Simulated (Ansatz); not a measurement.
Here is an Ansatz 0.2.0 calculation.

input.yaml

```yaml
crystal:
  lattice:
    - [0.0, 3.059, 3.059]
    - [3.059, 0.0, 3.059]
    - [3.059, 3.059, 0.0]
  atoms:
    - { symbol: Sb, position: [0.75, 0.75, 0.75] }
    - { symbol: Ga, position: [0.0, 0.0, 0.0] }
hamiltonian:
  xc: blyp
  pseudopotentials: { kind: paw }
kpoints:
  mp_grid: { grid: [8, 8, 8] }
  band_path:
    path:
      - [[0.0, 0.0, 0.0], [0.5, 0.0, 0.5], [0.5, 0.25, 0.75], [0.375, 0.375, 0.75], [0.0, 0.0, 0.0], [0.5, 0.5, 0.5], [0.625, 0.25, 0.625], [0.5, 0.25, 0.75], [0.5, 0.5, 0.5], [0.375, 0.375, 0.75]]
      - [[0.625, 0.25, 0.625], [0.5, 0.0, 0.5]]
    npoints: 14
scf:
  occupations: { method: fermi_dirac, width: 0.05 }
  n_extra_bands: 6
output:
  forces: true
  stress: true
  eigenvalues: true
  fatbands: false
```

Potentials or basis: Ansatz PAW.

The run is started by

```console
$ ansatz run input.yaml --threads 2 --pin off --max-ram 5120MiB --backend cpu --events-out ev --progress --plain --runs-dir out
```

What does it give for the band gap on the k mesh?

None (metal or under the smearing width).

Predict the pressure.

5.3 GPa.

Levels at the corners of the path, in eV from the Fermi level:
| point | band 11 | band 12 | band 13 | band 14 | band 15 | band 16 | band 17 | band 18 |
| --- | --- | --- | --- | --- | --- | --- | --- | --- |
| Γ | -11.54 | -0.21 | -0.04 | -0.04 | -0.04 | 2.79 | 2.79 | 2.79 |
| X | -9.14 | -6.87 | -2.57 | -2.57 | 0.96 | 1.37 | 8.60 | 8.60 |
| W | -9.10 | -6.75 | -3.31 | -3.09 | 3.59 | 4.40 | 4.44 | 4.88 |
| K | -9.20 | -6.69 | -3.56 | -2.19 | 1.47 | 3.90 | 6.58 | 6.79 |
| Γ | -11.54 | -0.21 | -0.04 | -0.04 | -0.04 | 2.79 | 2.79 | 2.79 |
| L | -9.95 | -6.39 | -1.18 | -1.18 | 0.34 | 3.80 | 3.80 | 6.68 |
| U | -9.20 | -6.69 | -3.56 | -2.19 | 1.47 | 3.90 | 6.58 | 6.79 |
| W | -9.10 | -6.75 | -3.31 | -3.09 | 3.59 | 4.40 | 4.44 | 4.88 |
| L | -9.95 | -6.39 | -1.18 | -1.18 | 0.34 | 3.80 | 3.80 | 6.68 |
| K | -9.20 | -6.69 | -3.56 | -2.19 | 1.47 | 3.90 | 6.58 | 6.79 |
| U | -9.20 | -6.69 | -3.56 | -2.19 | 1.47 | 3.90 | 6.58 | 6.79 |
| X | -9.14 | -6.87 | -2.57 | -2.57 | 0.96 | 1.37 | 8.60 | 8.60 |

Caveat: spin-orbit coupling is left out, which moves the levels of the heavy elements; the PAW data sets come from PBE, with cores solved anew for the run's functional, which leaves a small shift of forces and pressure; this crystal is a semiconductor, whose small gap the functional closes, so the metal is an error of the method.

**Experimental background.**

From a printed reference work, data compilation, for a bulk crystal of GaSb at 4.2 K: band gap 0.811 eV (direct).

A measured gap of GaSb is 0.811 eV (direct; 4.2 K; a printed reference work, data compilation); the calculated 0.00 eV misses it by -0.81 eV. Spin-orbit coupling on Ga, Sb is left out. The value is that of BLYP on a finite k mesh, which can miss the band edges, without temperature or zero-point motion. Semilocal functionals fall short of measured gaps as a rule.
